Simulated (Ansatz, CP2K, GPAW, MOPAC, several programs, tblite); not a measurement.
**What each method gives for CuI (NiAs type)**

CuI in the NiAs structure, relaxed with r2SCAN in Ansatz, was computed with several methods. It is hexagonal, P6_3/mmc (No. 194); conventional cell a = 4.147 Å, c = 6.336 Å, 23.60 Å³ an atom. Cu is surrounded by 6 I at 2.87 Å; I is surrounded by 6 Cu at 2.87 Å. Values at 0 K without nuclear motion; spin polarisation is off, and the phase may be a hypothetical one.

```cif
data_structure
_symmetry_space_group_name_H-M 'P6_3/mmc'
_symmetry_Int_Tables_number 194
_cell_length_a 4.1473
_cell_length_b 4.1473
_cell_length_c 6.3364
_cell_angle_alpha 90.000
_cell_angle_beta 90.000
_cell_angle_gamma 120.000
_cell_volume 94.39
loop_
_atom_site_label
_atom_site_type_symbol
_atom_site_symmetry_multiplicity
_atom_site_Wyckoff_symbol
_atom_site_fract_x
_atom_site_fract_y
_atom_site_fract_z
_atom_site_occupancy
Cu1 Cu 2 a 0.00000 0.00000 0.00000 1
I1 I 2 c 0.33333 0.66667 0.25000 1
```

Gaps and times are for a single point on this cell; volume and bulk modulus come from each method's own relaxation or energy curve at fixed shape, which is too stiff where a cell has free coordinates or axes. Times are rough, from shared hosts (Arm Neoverse V1), and each method has its own mesh and cell size. A dagger marks a closed or tiny gap in a crystal that DFT finds insulating: a failure of the method or a wrong SCF state. A double dagger marks a value from a curve with shape and coordinates held. PM6 (MOPAC), PM7 (MOPAC), GFN1-xTB (tblite), GFN2-xTB (tblite) treat a cluster of cells at its zone centre, which samples few k points: where these miss a band edge, the gap comes out too large for that reason alone. Gaps from k meshes are read at a limited set of points (mesh, symmetry points, PBE's band edges), so each method's own least gap may be somewhat smaller. xTB and the PM methods were fitted mostly to molecules, and can miss a solid's gap by electronvolts. Minimal bases can be far off for gaps. GLLB-SC's gap includes the derivative discontinuity. d marks a direct gap, i an indirect one (no mark: not told apart), a dash a value that wasn't computed or didn't pass its checks.

```json
{"method": "light PBE (260 eV and a coarse mesh)", "kind": "light plane-wave", "gap (eV)": "0.69 i", "own volume (Å³/atom)": "–", "bulk modulus (GPa)": "–", "atoms computed": "4", "processor time": "2.7 s"}
{"method": "GFN1-xTB (tblite)", "kind": "tight binding", "gap (eV)": "1.32", "own volume (Å³/atom)": "24.73‡", "bulk modulus (GPa)": "72‡", "atoms computed": "72", "processor time": "3.7 s"}
{"method": "GFN2-xTB (tblite)", "kind": "tight binding", "gap (eV)": "1.62", "own volume (Å³/atom)": "22.05‡", "bulk modulus (GPa)": "46‡", "atoms computed": "72", "processor time": "6 s"}
{"method": "PBE/single zeta (GPAW)", "kind": "small basis", "gap (eV)": "overlap 0.17†", "own volume (Å³/atom)": "–", "bulk modulus (GPa)": "–", "atoms computed": "4", "processor time": "11 s"}
{"method": "PM7 (MOPAC)", "kind": "semi-empirical", "gap (eV)": "10.70", "own volume (Å³/atom)": "24.67‡", "bulk modulus (GPa)": "74‡", "atoms computed": "72", "processor time": "12 s"}
{"method": "PBE/SZV (CP2K)", "kind": "small basis", "gap (eV)": "0.19 d", "own volume (Å³/atom)": "–", "bulk modulus (GPa)": "–", "atoms computed": "4", "processor time": "14 s"}
{"method": "PBE", "kind": "semilocal", "gap (eV)": "0.48 i", "own volume (Å³/atom)": "23.92", "bulk modulus (GPa)": "46‡", "atoms computed": "4", "processor time": "16 s"}
{"method": "PM6 (MOPAC)", "kind": "semi-empirical", "gap (eV)": "2.40", "own volume (Å³/atom)": "–", "bulk modulus (GPa)": "–", "atoms computed": "72", "processor time": "34 s"}
{"method": "r2SCAN", "kind": "semilocal", "gap (eV)": "0.84 i", "own volume (Å³/atom)": "23.60", "bulk modulus (GPa)": "50‡", "atoms computed": "4", "processor time": "37 s"}
{"method": "PBE/DZVP (CP2K)", "kind": "small basis", "gap (eV)": "0.62 i", "own volume (Å³/atom)": "24.66‡", "bulk modulus (GPa)": "43‡", "atoms computed": "4", "processor time": "43 s"}
{"method": "GLLB-SC (GPAW)", "kind": "model potential", "gap (eV)": "1.13", "own volume (Å³/atom)": "–", "bulk modulus (GPa)": "–", "atoms computed": "4", "processor time": "76 s"}
```

Against r2SCAN (0.84 eV) and with closed or daggered gaps left aside, the nearest gap at the points sampled is that of light PBE (260 eV and a coarse mesh) (-0.15 eV) and the farthest that of PM7 (MOPAC) (+9.86 eV). r2SCAN is only a yardstick of convenience: semilocal gaps usually lie below measured ones, which GLLB-SC and hybrids aim to mend.

Volumes against r2SCAN's: PBE +1.4 %.

No spin-orbit coupling is included; it can move band edges with weight on the heavy atoms by tenths of an eV.
